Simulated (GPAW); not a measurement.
Crystal: SiC (Moissanite).

```
CELL_PARAMETERS angstrom
3.07600 0.00000 0.00000
-1.53800 2.66389 0.00000
0.00000 0.00000 5.04800
ATOMIC_POSITIONS crystal
Si 0.66667 0.33333 0.50000
Si 0.33333 0.66667 0.00000
C 0.66667 0.33333 0.88500
C 0.33333 0.66667 0.38500
```

```yaml
Program: GPAW 26.7.0
Task: relaxation of cell and atoms
Functional: PBEsol
Potentials_or_basis: PAW data sets generated in the run's folder for this functional
Cutoff: 800 eV
Basis: pw
k_mesh: 7 × 7 × 4
Occupations: fermi-dirac, width 0.05 eV
Spin: no spin polarisation
```

At the start: pressure 1.5 GPa; volume 10.34 Å³/atom.

Task: How do energy, volume and symmetry change on relaxing?

Result: Over 6 steps the energy falls by 9.4 meV/atom and the volume is 10.39 Å³/atom (+0.5 %); space group P6_3mc (No. 186, to 0.05 Å).

Step by step:
```tsv
step	energy change (eV)	largest force (eV/Å)	pressure (GPa)	volume (Å³)
1	0.0000	0.7587	1.47	41.36
2	-0.0267	0.4134	1.03	41.41
3	-0.0370	0.0455	0.59	41.47
4	-0.0372	0.0019	0.52	41.48
5	-0.0373	0.0141	0.39	41.51
6	-0.0376	0.0172	0.04	41.57
```

Final structure:
```
CELL_PARAMETERS angstrom
3.08186 0.00000 0.00000
-1.54093 2.66897 0.00000
0.00000 0.00000 5.05441
ATOMIC_POSITIONS crystal
Si 0.66667 0.33333 0.50446
Si 0.33333 0.66667 0.00446
C 0.66667 0.33333 0.88054
C 0.33333 0.66667 0.38054
```

Caveat: later steps reuse the first step's grids.
